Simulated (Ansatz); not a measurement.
A (111) slab of CuO (Cccm (No. 66)), 15 planes, outer planes O (top) and O (bottom), with 20 atoms (Cu10O10) in a surface cell of A = 17.502 Å², as cut from the bulk:

```yaml
crystal:
  lattice:
    - [2.94870, 0.00000, 0.00000]
    - [-2.93558, 5.93563, 0.00000]
    - [0.00000, 0.00000, 26.51566]
  atoms:
    - { symbol: O, position: [0.94596, 0.44431, 0.28285] }
    - { symbol: Cu, position: [0.63343, 0.63262, 0.30698] }
    - { symbol: Cu, position: [0.63343, 0.13262, 0.30698] }
    - { symbol: O, position: [0.32089, 0.82092, 0.33110] }
    - { symbol: O, position: [0.69586, 0.19752, 0.37936] }
    - { symbol: Cu, position: [0.38332, 0.38582, 0.40349] }
    - { symbol: Cu, position: [0.38332, 0.88582, 0.40349] }
    - { symbol: O, position: [0.07079, 0.57412, 0.42762] }
    - { symbol: O, position: [0.44576, 0.95072, 0.47587] }
    - { symbol: Cu, position: [0.13322, 0.13902, 0.50000] }
    - { symbol: Cu, position: [0.13322, 0.63902, 0.50000] }
    - { symbol: O, position: [0.82069, 0.32733, 0.52413] }
    - { symbol: O, position: [0.19566, 0.70392, 0.57238] }
    - { symbol: Cu, position: [0.88312, 0.89223, 0.59651] }
    - { symbol: Cu, position: [0.88312, 0.39223, 0.59651] }
    - { symbol: O, position: [0.57059, 0.08053, 0.62064] }
    - { symbol: O, position: [0.94556, 0.45713, 0.66890] }
    - { symbol: Cu, position: [0.63302, 0.64543, 0.69302] }
    - { symbol: Cu, position: [0.63302, 0.14543, 0.69302] }
    - { symbol: O, position: [0.32049, 0.83374, 0.71715] }
```

The calculation used DFT PBE, scalar-relativistic, plane waves, PAW (Ansatz). Settings: cutoff 420 eV, Γ-centred mesh 13×6×1 on the computed 20-atom cell, Gaussian smearing of 0.10 eV; no spin polarisation. The cell repeats along c with a dipole correction in the vacuum.

Against the same 20 atoms in the bulk, the slab as cut lies 1.724 eV higher and the relaxed slab 1.304 eV higher.

(1) Work out the surface energy before and after relaxation.

(2) What is the ideal work of this cut, per area?

Spin polarisation was left out, and a magnetic state may lie lower.

## Answers

(1) The slab has two faces, so γ = (E_slab − N·E_bulk)/(2A), the mean of both. As cut: 1.724/(2 × 17.502) = 0.0493 eV/Å², and 1 eV/Å² = 16.02 J/m², so γ = 0.79 J/m². Relaxed: 1.304/(2 × 17.502) = 0.0373 eV/Å² = 0.60 J/m². Relaxation recovers 24 % of the cost of cutting.

(2) Griffith's ideal work is 2γ: 1.58 J/m² if the new faces stay rigid, 1.19 J/m² if they relax. Other cuts parallel to this plane can cost less. One thickness was run, 15 planes, so γ can still shift with it.

The reference crystal is a form of CuO, which isn't its usual structure.